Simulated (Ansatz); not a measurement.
A strain series on CuI (P4/nmm) from a database structure with HSE06 in Ansatz; the unstrained cell is the r2SCAN+rVV10 minimum. Calculated for a static, non-magnetic cell.

Input of the unstrained run:
```yaml
crystal:
  lattice:
    - [4.0551101069, 0.0, 0.0]
    - [0.0, 4.0551101069, 0.0]
    - [0.0, 0.0, 6.3456837528]
  atoms:
    - { symbol: Cu, position: [0.5, 0.5, 0.0] }
    - { symbol: Cu, position: [0.0, 0.0, 0.0] }
    - { symbol: I, position: [0.5, 0.0, 0.2667094172] }
    - { symbol: I, position: [0.0, 0.5, 0.7332905828] }
kpoints:
  mp_grid: { grid: [4, 4, 4] }
  band_path:
    path:
      - [0.0, 0.0, 0.0]
      - [0.0, 0.5, 0.0]
      - [0.5, 0.5, 0.0]
      - [0.0, 0.0, 0.5]
      - [0.0, 0.5, 0.5]
      - [0.5, 0.5, 0.5]
    npoints: 1
hamiltonian:
  xc: hse06
scf:
  occupations: { method: fixed }
  n_extra_bands: 5
output:
  forces: true
  stress: true
  eigenvalues: true
```

Its main results, and the levels near the gap at the points of the path (eV from the Fermi energy, bands numbered from 0, names kept under strain):
```
Crystal: 4 atoms, lattice volume = 104.348 Å³
Basis set: ecut = 420 eV, 2037 PW (Γ)
Symmetry: 16 space group operations
Space group: P4/nmm (ITA 129)
k-points: 18 of 64
Free energy (F): -28284.734555 eV
Fermi energy:    8.024557 eV
--- Forces (eV/Å), atoms counted from 1 ---
  atom   1  Cu      0.00000      0.00000      0.00000
  atom   2  Cu      0.00000      0.00000      0.00000
  atom   3  I       0.00000      0.00000      0.05474
  atom   4  I       0.00000      0.00000    -0.05474
--- Stress (GPa, compression-positive) ---
        2.692261       0.000000       0.000000
        0.000000       2.692261       0.000000
        0.000000       0.000000       1.819834
  P = ⅓ Tr σ = 2.4015 GPa (24.015 kbar)
```
```tsv
point	band_33	band_34	band_35	band_36	band_37	band_38
Γ	-0.812	0.000	0.000	2.917	4.447	4.449
X	-1.616	-0.634	-0.634	5.228	5.228	6.104
M	-2.372	-1.728	-1.728	3.733	3.733	3.806
Z	-1.710	-0.468	-0.468	4.760	4.803	4.822
R	-0.968	-0.599	-0.599	3.530	3.530	6.498
A	-2.526	-1.587	-1.587	5.281	5.281	5.693
```

Another run changes these blocks:
```yaml
crystal:
  lattice:
    - [3.9058820549, 0.0, 0.0]
    - [0.0, 3.9058820549, 0.0]
    - [0.0, 0.0, 6.6140225346]
  atoms:
    - { symbol: Cu, position: [0.5, 0.5, 0.0] }
    - { symbol: Cu, position: [0.0, 0.0, 0.0] }
    - { symbol: I, position: [0.5, 0.0, 0.2676364622] }
    - { symbol: I, position: [0.0, 0.5, 0.7323635378] }
```

```
Crystal: 4 atoms, lattice volume = 100.903 Å³
Basis set: ecut = 420 eV, 1999 PW (Γ)
Symmetry: 16 space group operations
Space group: P4/nmm (ITA 129)
k-points: 18 of 64
Free energy (F): -28284.601603 eV
Fermi energy:    8.553467 eV
--- Forces (eV/Å), atoms counted from 1 ---
  atom   1  Cu      0.00000      0.00000      0.00000
  atom   2  Cu      0.00000      0.00000      0.00000
  atom   3  I       0.00000      0.00000      0.03191
  atom   4  I       0.00000      0.00000    -0.03191
--- Stress (GPa, compression-positive) ---
        4.974768       0.000000       0.000000
        0.000000       4.974768       0.000000
        0.000000       0.000000       1.738093
  P = ⅓ Tr σ = 3.8959 GPa (38.959 kbar)
```
```tsv
point	band_33	band_34	band_35	band_36	band_37	band_38
Γ	-1.188	0.000	0.000	2.868	4.735	4.933
X	-1.830	-0.531	-0.531	5.075	5.075	6.203
M	-2.563	-1.757	-1.757	3.536	3.536	3.662
Z	-1.741	-0.441	-0.441	4.704	4.947	5.287
R	-1.199	-0.508	-0.508	3.218	3.218	6.619
A	-2.645	-1.590	-1.590	4.893	4.893	5.364
```

Question: Which strain is this, and what did it do?

Answer: Epitaxial -3.68 % in the xy plane, free normal strain +4.23 %, atoms relaxed again. HSE06: the gap goes from 2.917 to 2.868 eV (-0.049 eV).

Another run changes these blocks:
```yaml
crystal:
  lattice:
    - [3.8856065044, 0.0, 0.0]
    - [0.0, 3.8856065044, 0.0]
    - [0.0, 0.0, 6.0804341719]
  atoms:
    - { symbol: Cu, position: [0.5, 0.5, 0.0] }
    - { symbol: Cu, position: [0.0, 0.0, 0.0] }
    - { symbol: I, position: [0.5, 0.0, 0.2857098839] }
    - { symbol: I, position: [0.0, 0.5, 0.7142901161] }
```

```
Crystal: 4 atoms, lattice volume = 91.802 Å³
Basis set: ecut = 420 eV, 1805 PW (Γ)
Symmetry: 16 space group operations
Space group: P4/nmm (ITA 129)
k-points: 18 of 64
Free energy (F): -28284.402100 eV
Fermi energy:    10.197904 eV
--- Forces (eV/Å), atoms counted from 1 ---
  atom   1  Cu      0.00000      0.00000      0.00000
  atom   2  Cu      0.00000      0.00000      0.00000
  atom   3  I       0.00000      0.00000      0.07019
  atom   4  I       0.00000      0.00000    -0.07019
--- Stress (GPa, compression-positive) ---
        7.861785       0.000000       0.000000
        0.000000       7.861785       0.000000
        0.000000       0.000000       5.593559
  P = ⅓ Tr σ = 7.1057 GPa (71.057 kbar)
```
```tsv
point	band_33	band_34	band_35	band_36	band_37	band_38
Γ	-1.276	0.000	0.000	2.850	4.450	4.463
X	-2.188	-0.815	-0.815	5.386	5.386	5.742
M	-2.839	-2.110	-2.110	3.113	3.113	3.260
Z	-1.939	-0.887	-0.887	4.896	4.995	5.113
R	-1.203	-0.755	-0.755	3.102	3.102	6.493
A	-2.962	-1.810	-1.810	5.146	5.146	5.761
```

Question: Which strain is this, and what did it do?

Answer: Isotropic -4.18 % on every length, atoms relaxed again. HSE06: the gap goes from 2.917 to 2.850 eV (-0.067 eV).

Another run changes these blocks:
```yaml
crystal:
  lattice:
    - [4.0551101069, 0.0, 0.0]
    - [0.0, 3.9403504908, 0.0]
    - [0.0, 0.0, 6.3456837528]
  atoms:
    - { symbol: Cu, position: [0.5, 0.5, -0.0053743623] }
    - { symbol: Cu, position: [0.0, 0.0, 0.0053743623] }
    - { symbol: I, position: [0.5, 0.0, 0.2705237043] }
    - { symbol: I, position: [0.0, 0.5, 0.7294762957] }
output:
  forces: true
  stress: true
  eigenvalues: true
  write_density: true
  write_potential: true
  elf: true
  volumetric_format: npy
```

```
Crystal: 4 atoms, lattice volume = 101.395 Å³
Basis set: ecut = 420 eV, 1989 PW (Γ)
Symmetry: 8 space group operations
Space group: Pmmn (ITA 59)
k-points: 27 of 64
Free energy (F): -28284.670738 eV
Fermi energy:    8.529039 eV
--- Forces (eV/Å), atoms counted from 1 ---
  atom   1  Cu      0.00000      0.00000    -0.01011
  atom   2  Cu      0.00000      0.00000      0.01011
  atom   3  I       0.00000      0.00000      0.05064
  atom   4  I       0.00000      0.00000    -0.05064
--- Stress (GPa, compression-positive) ---
        2.954709       0.000000       0.000000
        0.000000       4.589048       0.000000
        0.000000       0.000000       2.247025
  P = ⅓ Tr σ = 3.2636 GPa (32.636 kbar)
```
```tsv
point	band_33	band_34	band_35	band_36	band_37	band_38
Γ	-0.998	-0.098	0.000	2.837	4.257	4.704
X	-1.748	-0.735	-0.735	5.126	5.126	5.874
M	-2.547	-1.838	-1.838	3.540	3.540	3.628
Z	-1.727	-0.637	-0.510	4.605	4.769	5.066
R	-1.058	-0.700	-0.700	3.307	3.307	6.353
A	-2.648	-1.670	-1.670	5.132	5.132	5.580
```

Question: Which strain is this, and what did it do?

Answer: Uniaxial -2.83 % along y, other directions held, atoms relaxed again. HSE06: the gap goes from 2.917 to 2.837 eV (-0.080 eV).

Uniaxial +1.24 % along x, other directions held. The input changes in these blocks:
```yaml
crystal:
  lattice:
    - [4.1053934722, 0.0, 0.0]
    - [0.0, 4.0551101069, 0.0]
    - [0.0, 0.0, 6.3456837528]
  atoms:
    - { symbol: Cu, position: [0.5, 0.5, -0.0021961599] }
    - { symbol: Cu, position: [0.0, 0.0, 0.0021961599] }
    - { symbol: I, position: [0.5, 0.0, 0.2650469183] }
    - { symbol: I, position: [0.0, 0.5, 0.7349530817] }
```

```
Crystal: 4 atoms, lattice volume = 105.642 Å³
Basis set: ecut = 420 eV, 2081 PW (Γ)
Symmetry: 8 space group operations
Space group: Pmmn (ITA 59)
k-points: 27 of 64
Free energy (F): -28284.752210 eV
Fermi energy:    7.852941 eV
--- Forces (eV/Å), atoms counted from 1 ---
  atom   1  Cu      0.00000      0.00000    -0.00433
  atom   2  Cu      0.00000      0.00000      0.00433
  atom   3  I       0.00000      0.00000      0.05458
  atom   4  I       0.00000      0.00000    -0.05458
--- Stress (GPa, compression-positive) ---
        1.944499       0.000000       0.000000
        0.000000       2.604522       0.000000
        0.000000       0.000000       1.649663
  P = ⅓ Tr σ = 2.0662 GPa (20.662 kbar)
```
```tsv
point	band_33	band_34	band_35	band_36	band_37	band_38
Γ	-0.773	-0.037	0.000	2.904	4.300	4.487
X	-1.561	-0.667	-0.667	5.144	5.144	6.082
M	-2.335	-1.725	-1.725	3.772	3.772	3.842
Z	-1.636	-0.488	-0.440	4.630	4.786	4.807
R	-0.940	-0.634	-0.634	3.534	3.534	6.439
A	-2.506	-1.595	-1.595	5.301	5.301	5.696
```

HSE06: the gap goes from 2.917 to 2.904 eV (-0.013 eV).

No spin-orbit coupling is included; it can move band edges with weight on the heavy atoms by tenths of an eV.

The stress of a hybrid is loosely converged in these runs.

The meshes of the hybrids are coarse, so their gaps aren't converged to the digits shown.
